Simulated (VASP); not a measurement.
# C18O in VASP: a series of runs, part 2 of 2

VASP 6.6.1.

### 3 Single point, PBE, collinear spin, zero start

File INCAR:

```
ALGO = Fast ; EDIFF = 1E-6
ENCUT = 520 ; GGA = PE
ISIF = 2 ; ISMEAR = -1
ISPIN = 2 ; LASPH = True
LCHARG = False ; LORBIT = 11
LREAL = Auto ; LWAVE = False
MAGMOM = 0 0 0 0 0 0 0 0 0 0 0 0 0 0 0 0 0 0 0 ; NBANDS = 58
NELM = 150 ; PREC = Accurate
SIGMA = 0.05
```

File KPOINTS:

```
k-points
0
Gamma
  2 2 1
```

File POSCAR:

```
C18O
1.0
    7.3980000000      0.0000000000      0.0000000000
   -3.6990000000      6.4068560000      0.0000000000
    0.0000000000      0.0000000000     11.0000000000
C O
18 1
Direct
   -0.0028827237     -0.0000441714      0.0856136364
    0.2189533155      0.1109377205      0.0838955455
   -0.0035883541      0.3332247517      0.0839180000
    0.2185104483      0.4443326024      0.0849108182
   -0.0029470149      0.6674055106      0.0851326364
    0.2188564984      0.7783972357      0.0832116364
    0.3297594116      0.0000184178      0.0838163636
    0.5513811732      0.1110018705      0.0834671818
    0.3299048030      0.3326736234      0.0857370909
    0.5502779576      0.4410425332      0.0907360909
    0.3300833949      0.6677323480      0.0850551818
    0.5499688003      0.7797891821      0.0902162727
    0.6620187014     -0.0002505129      0.0852776364
    0.8853559099      0.1112078998      0.0850483636
    0.6622745969      0.3326892317      0.0854568182
    0.8853166214      0.4443155894      0.0845318182
    0.6630095506      0.6668358084      0.1216156364
    0.8888521112      0.7795374205      0.0905427273
    0.6670917426      0.6624016522      0.2490891818
```

Potentials or basis: VASP PAW PBE potentials, release 64 (C, O).

Command:

```console
$ cat potpaw_PBE.64/C/POTCAR potpaw_PBE.64/O/POTCAR > POTCAR
$ mpirun -np 1 vasp_std > vasp.out
```

OUTCAR:

```text
EDIFF = 1E-6
   ENCUT = 520
   GGA = PE
   ISIF = 2
   ISMEAR = -1
   ISPIN = 2
   LASPH = True
   LORBIT = 11
   LREAL = Auto
   NELM = 150
   PREC = Accurate

 ion  position               nearest neighbor table
   1  0.997  1.000  0.086-  18 1.41   2 1.42  14 1.43
   2  0.219  0.111  0.084-   7 1.42   9 1.42   1 1.42
   3  0.996  0.333  0.084-  14 1.42   4 1.42  16 1.42
   4  0.219  0.444  0.085-   3 1.42   9 1.43  11 1.43
   5  0.997  0.667  0.085-  18 1.41   6 1.42  16 1.43
   6  0.219  0.778  0.083-   7 1.42   5 1.42  11 1.42
[... 8 lines left out ...]
  15  0.662  0.333  0.085-  10 1.41   8 1.42  16 1.43
  16  0.885  0.444  0.085-   3 1.42  15 1.43   5 1.43
  17  0.663  0.667  0.122-  19 1.40  10 1.49  18 1.49  12 1.49
  18  0.889  0.780  0.091-   5 1.41   1 1.41  17 1.49
  19  0.667  0.662  0.249-  17 1.40

  LATTYP: Found a hexagonal cell.
 ALAT       =     7.3980000000
 C/A-ratio  =     1.4868883482

  Lattice vectors:

 A1 = (   7.3980000000,   0.0000000000,   0.0000000000)
 A2 = (  -3.6990000000,   6.4068560000,   0.0000000000)
 A3 = (   0.0000000000,   0.0000000000,  11.0000000000)

Analysis of symmetry for initial positions (statically):
=====================================================================
 Subroutine PRICEL returns:
 Original cell was already a primitive cell.

 Routine SETGRP: Setting up the symmetry group for a
 hexagonal supercell.

 Subroutine GETGRP returns: Found  1 space group operations
 (whereof  1 operations were pure point group operations)
 out of a pool of 24 trial point group operations.

The static configuration has the point symmetry C_1 .

Analysis of symmetry for dynamics (positions and initial velocities):
[... 199 lines left out ...]
 k-point     1 :       0.0000    0.0000    0.0000
  band No.  band energies     occupation
      1     -22.1449      1.00000
      2     -20.9107      1.00000
      3     -19.0015      1.00000
      4     -18.9989      1.00000
      5     -18.9815      1.00000
      6     -18.9171      1.00000
[... 205 lines left out ...]
     50       4.3386      0.00000
     51       4.4638      0.00000
 Fermi energy:        -2.1880368067

 spin component 2

 k-point     1 :       0.0000    0.0000    0.0000
  band No.  band energies     occupation
      1     -22.1449      1.00000
      2     -20.9107      1.00000
      3     -19.0015      1.00000
      4     -18.9989      1.00000
      5     -18.9815      1.00000
      6     -18.9171      1.00000
[... 205 lines left out ...]
     50       4.3385      0.00000
     51       4.4628      0.00000
 [bands above 51 left out]

------------------------ aborting loop because EDIFF is reached ----------------------------------------

  FORCE on cell =-STRESS in cart. coord.  units (eV):
  Direction    XX          YY          ZZ          XY          YZ          ZX
  --------------------------------------------------------------------------------------
  -------------------------------------------------------------------------------------
  Total        2.4455630      2.3163108      0.1425774     -0.1225293     -0.0051519      0.0028718
  in kB        7.5151468      7.1179582      0.4381363     -0.3765291     -0.0158316      0.0088249
  external PRESSURE =       5.0237471 kB  Pullay stress =       0.0000000 kB

 VOLUME and BASIS-vectors are now :
 -----------------------------------------------------------------------------
  energy-cutoff  :      520.00
  volume of cell :      521.38
      direct lattice vectors                 reciprocal lattice vectors
     7.398000000  0.000000000  0.000000000     0.135171668  0.078041398  0.000000000
    -3.699000000  6.406856000  0.000000000     0.000000000  0.156082796  0.000000000
     0.000000000  0.000000000 11.000000000     0.000000000  0.000000000  0.090909091

 POSITION                                       TOTAL-FORCE (eV/Angst)
 -----------------------------------------------------------------------------------
      3.67784      6.40657      0.94175         0.021879     -0.013045      0.005201
      1.20946      0.71076      0.92285        -0.007415     -0.017143     -0.006693
      6.13885      2.13492      0.92310         0.009089      0.018482     -0.004975
     -0.02705      2.84677      0.93402        -0.004123     -0.003182      0.005507
      4.90747      4.27597      0.93646         0.018473      0.019070      0.004668
     -1.26019      4.98708      0.91533        -0.009618      0.008267     -0.000908
[... 11 lines left out ...]
      3.69222      4.99438      0.99597        -0.015305      0.009696      0.002700
      2.48492      4.24391      2.73998         0.000788     -0.013455      0.235901
 -----------------------------------------------------------------------------------
    total drift:                               -0.002682      0.028887      0.047475

  FREE ENERGIE OF THE ION-ELECTRON SYSTEM (eV)
  ---------------------------------------------------
  free  energy   TOTEN  =      -169.1508587321 eV

  energy  without entropy=     -169.1018725503  energy(sigma->0) =     -169.12636564

 total charge

# of ion       s       p       d       tot
------------------------------------------
    1        0.864   1.788   0.000   2.652
    2        0.867   1.783   0.000   2.650
    3        0.863   1.786   0.000   2.649
    4        0.863   1.771   0.000   2.634
    5        0.864   1.788   0.000   2.652
    6        0.867   1.784   0.000   2.650
[... 11 lines left out ...]
   18        0.873   1.748   0.000   2.621
   19        1.595   3.355   0.000   4.950
--------------------------------------------------
tot         17.144  35.344   0.000  52.488

 magnetization (x)

# of ion       s       p       d       tot
------------------------------------------
    1       -0.000  -0.000   0.000  -0.000
    2       -0.000   0.000   0.000   0.000
    3       -0.000  -0.000   0.000  -0.000
    4        0.000   0.000   0.000   0.000
    5       -0.000  -0.000   0.000  -0.000
    6       -0.000   0.000   0.000   0.000
[... 11 lines left out ...]
   18        0.000   0.000   0.000   0.000
   19        0.000   0.000   0.000   0.000
--------------------------------------------------
tot         -0.000   0.000   0.000   0.000
```

Wall time 7.3 min (1 thread of Intel Xeon 6975P-C (Granite Rapids), shared host); peak memory 0.82 GiB.

Results:

```yaml
Free_energy: -169.1509 eV
Largest_force: 0.236 eV/Å
Band_gap_on_the_k_mesh: none (metal or under the smearing width)
Net_moment: 0.00 μB per cell
Valence_electrons_inside_the_program's_atomic_spheres: C 2.65, 2.63, 2.66, 2.62, 2.58; O 4.95
```

Forces in eV/Å, atoms in the order of the input:
```
C    0.022 -0.013  0.005
C   -0.007 -0.017 -0.007
C    0.009  0.018 -0.005
C   -0.004 -0.003  0.006
C    0.018  0.019  0.005
C   -0.010  0.008 -0.001
C    0.001 -0.008  0.007
C   -0.009 -0.027 -0.003
C   -0.011 -0.002 -0.002
C   -0.005 -0.003  0.008
C   -0.015 -0.004  0.006
C    0.005  0.009 -0.009
C   -0.004 -0.016 -0.008
C    0.005  0.011 -0.006
C   -0.001  0.003 -0.011
C    0.023  0.004  0.007
C   -0.003  0.024 -0.232
C   -0.015  0.010  0.003
O    0.001 -0.013  0.236
```

Levels at points of the mesh, in eV from the Fermi level:
Spin up:
```tsv
k point	band 36	band 37	band 38	band 39	band 40	band 41	band 42	band 43
(0.00, 0.00, 0.00)	-1.93	-0.68	-0.66	0.21	0.51	0.58	2.29	3.94
(0.50, 0.00, 0.00)	-2.38	-2.23	-0.51	-0.48	0.03	2.25	2.70	2.89
(0.00, 0.50, 0.00)	-2.37	-2.23	-0.50	-0.48	0.03	2.24	2.69	2.89
(0.50, 0.50, 0.00)	-2.38	-2.22	-0.57	-0.45	0.05	2.25	2.70	2.88
```
Spin down:
```csv
k point,band 35,band 36,band 37,band 38,band 39,band 40,band 41,band 42,band 43,band 44
"(0.00, 0.00, 0.00)",-2.92,-1.93,-0.68,-0.66,0.21,0.51,0.58,2.29,3.93,5.06
"(0.50, 0.00, 0.00)",-2.45,-2.38,-2.23,-0.51,-0.48,0.03,2.25,2.70,2.89,3.05
"(0.00, 0.50, 0.00)",-2.45,-2.37,-2.23,-0.50,-0.48,0.03,2.24,2.69,2.89,3.06
"(0.50, 0.50, 0.00)",-2.45,-2.38,-2.22,-0.57,-0.45,0.05,2.25,2.70,2.88,3.06
```

Caveat: the k mesh is coarse (spacing up to 0.49 Å⁻¹), so the values aren't converged.

### 4 Single point, PBE, collinear spin, zero start

File INCAR:

```
SYSTEM = C18O
ALGO = Fast
EDIFF = 1E-6
ENCUT = 520
GGA = PE
ISIF = 2
ISMEAR = -1
ISPIN = 2
LASPH = .True.
LCHARG = .True.
LELF = .True.
LORBIT = 11
LREAL = Auto
LVHAR = .True.
LWAVE = .False.
MAGMOM = 0 0 0 0 0 0 0 0 0 0 0 0 0 0 0 0 0 0 0
NBANDS = 58
NELM = 150
PREC = Accurate
SIGMA = 0.05
```

File KPOINTS:

```
k-points
0
Gamma
  2 2 1
  0 0 0
```

File POSCAR:

```
C18O
1.0
    7.3980000000      0.0000000000      0.0000000000
   -3.6990000000      6.4068560000      0.0000000000
    0.0000000000      0.0000000000     11.0000000000
C O
18 1
Direct
   -0.0023646421      0.0066446007      0.0901196364
    0.2177869281      0.1134773436      0.0820401818
   -0.0032301434      0.3354323868      0.0836124545
    0.2167943487      0.4454662318      0.0824800909
   -0.0023698542      0.6650967339      0.0899863636
    0.2177723617      0.7783479135      0.0819006364
    0.3290782222      0.0015581746      0.0824890909
    0.5491027143      0.1115920195      0.0836059091
    0.3280909664      0.3335609541      0.0820368182
    0.5482186974      0.4403879219      0.0901346364
    0.3281059613      0.6686685326      0.0818950909
    0.5482241664      0.7818992654      0.0900036364
    0.6599424285     -0.0005587764      0.0878637273
    0.8859504451      0.1124678001      0.0879208182
    0.6599130428      0.3345552015      0.0879249091
    0.8859219566      0.4475760030      0.0878526364
    0.6560062333      0.6650781600      0.1138420909
    0.8897966979      0.7819034796      0.1138760000
    0.7727896944      0.7234279965      0.2276881818
```

Command:

```console
$ cat potpaw_PBE.64/C/POTCAR potpaw_PBE.64/O/POTCAR > POTCAR
$ mpirun -np 1 vasp_std > vasp.out
```

Wall time 4.6 min (1 thread of Intel Xeon 6975P-C (Granite Rapids), shared host); peak memory 0.81 GiB.

Results (log left out):

```yaml
Free_energy: -169.8679 eV
Largest_force: 0.351 eV/Å
Band_gap_on_the_k_mesh: 0.20 eV, direct
Net_moment: 0.00 μB per cell
Valence_electrons_inside_the_program's_atomic_spheres: C 2.66, 2.65, 2.58; O 5.02
```

Forces in eV/Å, atoms in the order of the input:
```
C    0.022 -0.007 -0.008
C   -0.013 -0.010 -0.004
C    0.002  0.005 -0.009
C   -0.002 -0.007  0.007
C    0.004  0.005  0.000
C   -0.018  0.013 -0.003
C   -0.002 -0.001  0.000
C   -0.010 -0.008  0.001
C    0.007 -0.001  0.001
C   -0.013  0.006 -0.017
C    0.009 -0.017 -0.002
C    0.001  0.009 -0.007
C   -0.014 -0.010  0.007
C    0.010  0.005 -0.002
C   -0.010  0.001  0.000
C    0.013  0.002  0.004
C   -0.083 -0.065 -0.156
C    0.090  0.073 -0.163
O    0.010  0.007  0.350
```

Levels at points of the mesh, in eV from the valence-band top:
Spin up:
| k point | band 35 | band 36 | band 37 | band 38 | band 39 | band 40 | band 41 | band 42 | band 43 | band 44 |
| --- | --- | --- | --- | --- | --- | --- | --- | --- | --- | --- |
| (0.00, 0.00, 0.00) | -3.21 | -3.05 | -2.45 | -1.06 | 0.00 | 0.20 | 1.11 | 3.06 | 3.52 | 4.79 |
| (0.50, 0.00, 0.00) | -2.74 | -2.59 | -2.44 | -2.10 | -1.15 | 0.49 | 2.16 | 2.57 | 2.95 | 3.53 |
| (0.00, 0.50, 0.00) | -2.96 | -2.54 | -2.37 | -2.15 | -1.66 | 1.23 | 2.09 | 2.60 | 2.61 | 3.71 |
| (0.50, 0.50, 0.00) | -2.96 | -2.54 | -2.37 | -2.15 | -1.66 | 1.23 | 2.09 | 2.60 | 2.61 | 3.71 |
Spin down:
```
           k point  band 36  band 37  band 38  band 39  band 40  band 41  band 42  band 43
(0.00, 0.00, 0.00)    -3.05    -2.45    -1.06     0.00     0.20     1.11     3.06     3.52
(0.50, 0.00, 0.00)    -2.59    -2.44    -2.10    -1.15     0.49     2.16     2.57     2.95
(0.00, 0.50, 0.00)    -2.54    -2.37    -2.15    -1.66     1.23     2.09     2.60     2.61
(0.50, 0.50, 0.00)    -2.54    -2.37    -2.15    -1.66     1.23     2.09     2.60     2.61
```

Caveat: the k mesh is coarse (spacing up to 0.49 Å⁻¹), so the values aren't converged.

### 5 Single point, PBE, collinear spin, zero start

File INCAR:

```
SYSTEM = C18O
  PREC = Accurate
  ENCUT = 520
  EDIFF = 1E-7
  ISMEAR = -1
  SIGMA = 0.05
  LREAL = Auto
  LASPH = .TRUE.
  NELM = 150
  ALGO = Normal
  ISIF = 2
  LWAVE = .FALSE.
  LCHARG = .FALSE.
  ISPIN = 2
  MAGMOM = 0 0 0 0 0 0 0 0 0 0 0 0 0 0 0 0 0 0 0
  LORBIT = 11
  GGA = PE
  NBANDS = 58
```

File KPOINTS:

```
regular mesh
0
G
  2 2 1
  0 0 0
```

File POSCAR:

```
C18O
1.0
    7.3980000000      0.0000000000      0.0000000000
   -3.6990000000      6.4068560000      0.0000000000
    0.0000000000      0.0000000000     11.0000000000
C O
18 1
Direct
   -0.0044895835      0.0059245908      0.0905214545
    0.2159750186      0.1143601479      0.0856767273
   -0.0055079970      0.3360426705      0.0834639091
    0.2161225615      0.4470131684      0.0838182727
   -0.0042078276      0.6671553099      0.0902210909
    0.2157709020      0.7792644317      0.0850912727
    0.3273664215      0.0026903992      0.0849009091
    0.5494622796      0.1138077709      0.0839440000
    0.3269764249      0.3361491190      0.0839440000
    0.5488007733      0.4471633200      0.0856751818
    0.3270277775      0.6686051630      0.0832618182
    0.5488333609      0.7795712905      0.0852347273
    0.6605509604      0.0026999202      0.0845006364
    0.8835757550      0.1143102014      0.0853431818
    0.6605166633      0.3358508448      0.0850683636
    0.8838634525      0.4473211198      0.0852509091
    0.6570518896      0.6674517111      0.0905542727
    0.8826908734      0.7801027524      0.1216745455
    0.8784836657      0.7844312405      0.2491275455
```

Command:

```console
$ cat potpaw_PBE.64/C/POTCAR potpaw_PBE.64/O/POTCAR > POTCAR
$ mpirun -np 1 vasp_std > vasp.out
```

Run time: 8 min. Hardware: 1 thread of Intel Xeon 6975P-C (Granite Rapids), shared host; peak memory 0.81 GiB.

It converged, with:

| Property | Result |
| --- | --- |
| Free energy | -169.1507 eV |
| Largest force | 0.242 eV/Å |
| Band gap on the k mesh | none (metal or under the smearing width) |
| Net moment | 0.00 μB per cell |
| Valence electrons inside the program's atomic spheres | C 2.62, 2.65, 2.66, 2.63, 2.58; O 4.95 |

Forces in eV/Å, atoms in the order of the input:
```
C    0.026  0.012  0.026
C    0.000 -0.008 -0.007
C    0.017  0.022 -0.011
C   -0.010 -0.007  0.010
C    0.012  0.034 -0.007
C   -0.012  0.000  0.004
C   -0.003 -0.003  0.008
C   -0.014 -0.017 -0.011
C    0.002 -0.002 -0.010
C   -0.018 -0.028 -0.001
C   -0.001  0.002  0.004
C   -0.020 -0.008 -0.012
C   -0.023 -0.009  0.008
C   -0.005  0.009 -0.008
C   -0.002 -0.017 -0.003
C    0.005 -0.016  0.005
C   -0.011  0.016  0.011
C    0.057  0.013 -0.235
O   -0.002  0.006  0.229
```

Levels at points of the mesh, in eV from the Fermi level:
Spin up:
```
           k point  band 36  band 37  band 38  band 39  band 40  band 41  band 42  band 43
(0.00, 0.00, 0.00)    -1.93    -0.68    -0.65     0.22     0.52     0.58     2.29     3.94
(0.50, 0.00, 0.00)    -2.37    -2.23    -0.50    -0.48     0.03     2.25     2.70     2.90
(0.00, 0.50, 0.00)    -2.37    -2.23    -0.50    -0.48     0.03     2.24     2.69     2.90
(0.50, 0.50, 0.00)    -2.38    -2.22    -0.56    -0.45     0.05     2.25     2.70     2.88
```
Spin down:
```
           k point  band 35  band 36  band 37  band 38  band 39  band 40  band 41  band 42  band 43  band 44
(0.00, 0.00, 0.00)    -2.91    -1.93    -0.68    -0.65     0.22     0.52     0.58     2.29     3.94     5.06
(0.50, 0.00, 0.00)    -2.45    -2.37    -2.23    -0.50    -0.48     0.03     2.25     2.70     2.90     3.05
(0.00, 0.50, 0.00)    -2.45    -2.37    -2.23    -0.50    -0.48     0.03     2.24     2.69     2.90     3.06
(0.50, 0.50, 0.00)    -2.44    -2.38    -2.22    -0.56    -0.45     0.05     2.25     2.70     2.88     3.05
```

Caveat: the k mesh is coarse (spacing up to 0.49 Å⁻¹), so the values aren't converged.

### 6 Single point, PBE, collinear spin, zero start

File INCAR:

```
ALGO = Normal ; EDIFF = 1E-6
ENCUT = 520 ; GGA = PE
ISIF = 2 ; ISMEAR = -1
ISPIN = 2 ; LASPH = True
LCHARG = True ; LELF = True
LORBIT = 11 ; LREAL = Auto
LVHAR = True ; LWAVE = False
MAGMOM = 0 0 0 0 0 0 0 0 0 0 0 0 0 0 0 0 0 0 0 ; NBANDS = 58
NELM = 150 ; PREC = Accurate
SIGMA = 0.05
```

File KPOINTS:

```
k-points
0
Gamma
  2 2 1
```

File POSCAR:

```
C18O
1.0
    7.3980000000      0.0000000000      0.0000000000
   -3.6990000000      6.4068560000      0.0000000000
    0.0000000000      0.0000000000     11.0000000000
C O
18 1
Direct
   -0.0020414554      0.0069441236      0.1137176364
    0.2226902587      0.1148663244      0.0900046364
   -0.0055447365      0.3350200161      0.0821191818
    0.2176570200      0.4463107958      0.0826375455
   -0.0019989689      0.6654908429      0.0900393636
    0.2154868238      0.7771020607      0.0877752727
    0.3285548694      0.0032324747      0.0877671818
    0.5515441000      0.1140606251      0.0835752727
    0.3295522390      0.3349784980      0.0821288182
    0.5495993281      0.4453143632      0.0821490000
    0.3276491109      0.6662757833      0.0835597273
    0.5506356799      0.7771045580      0.0877686364
    0.6636970920      0.0032217050      0.0877651818
    0.8812019011      0.1148998823      0.0900102727
    0.6615208426      0.3340224909      0.0826606364
    0.8847380935      0.4453599394      0.0821348182
    0.6564711203      0.6654307511      0.0900431818
    0.8811768659      0.7733950943      0.1137574545
    0.9396070868      0.8902182287      0.2276591818
```

Potentials or basis: VASP PAW PBE potentials, release 64 (C, O).

Command:

```console
$ cat potpaw_PBE.64/C/POTCAR potpaw_PBE.64/O/POTCAR > POTCAR
$ mpirun -np 1 vasp_std > vasp.out
```

Wall time 6 min (1 thread of Intel Xeon 6975P-C (Granite Rapids), shared host); peak memory 0.79 GiB.

It converged, with:

- Free energy: -169.8682 eV
- Largest force: 0.342 eV/Å
- Band gap on the k mesh: 0.21 eV, direct
- Net moment: 0.00 μB per cell
- Valence electrons inside the program's atomic spheres: C 2.58, 2.66, 2.65; O 5.02

Forces on the atoms (eV/Å):
```
C    0.008  0.141 -0.150
C    0.001 -0.007 -0.006
C    0.002  0.002 -0.003
C    0.007 -0.007  0.000
C    0.000  0.000 -0.005
C   -0.005  0.007  0.002
C   -0.001 -0.012 -0.002
C   -0.001 -0.014  0.003
C   -0.008  0.006 -0.005
C    0.005 -0.004 -0.004
C   -0.009  0.003  0.004
C    0.002  0.002  0.001
C   -0.005 -0.008  0.001
C    0.007 -0.008 -0.009
C   -0.001  0.018 -0.003
C   -0.002  0.005 -0.006
C   -0.001  0.009 -0.006
C    0.002 -0.135 -0.152
O   -0.001  0.001  0.342
```

Levels at points of the mesh, in eV from the valence-band top:
Spin up:
```
           k point  band 37  band 38  band 39  band 40  band 41  band 42
(0.00, 0.00, 0.00)    -2.44    -1.07     0.00     0.21     1.12     3.05
(0.50, 0.00, 0.00)    -2.37    -2.15    -1.66     1.23     2.10     2.61
(0.00, 0.50, 0.00)    -2.44    -2.10    -1.15     0.49     2.16     2.57
(0.50, 0.50, 0.00)    -2.37    -2.15    -1.66     1.23     2.10     2.61
```
Spin down:
```csv
k point,band 37,band 38,band 39,band 40,band 41,band 42
"(0.00, 0.00, 0.00)",-2.44,-1.07,0.00,0.21,1.12,3.05
"(0.50, 0.00, 0.00)",-2.37,-2.15,-1.66,1.23,2.10,2.61
"(0.00, 0.50, 0.00)",-2.44,-2.10,-1.15,0.49,2.16,2.57
"(0.50, 0.50, 0.00)",-2.37,-2.15,-1.66,1.23,2.10,2.61
```

Caveat: the k mesh is coarse (spacing up to 0.49 Å⁻¹), so the values aren't converged.
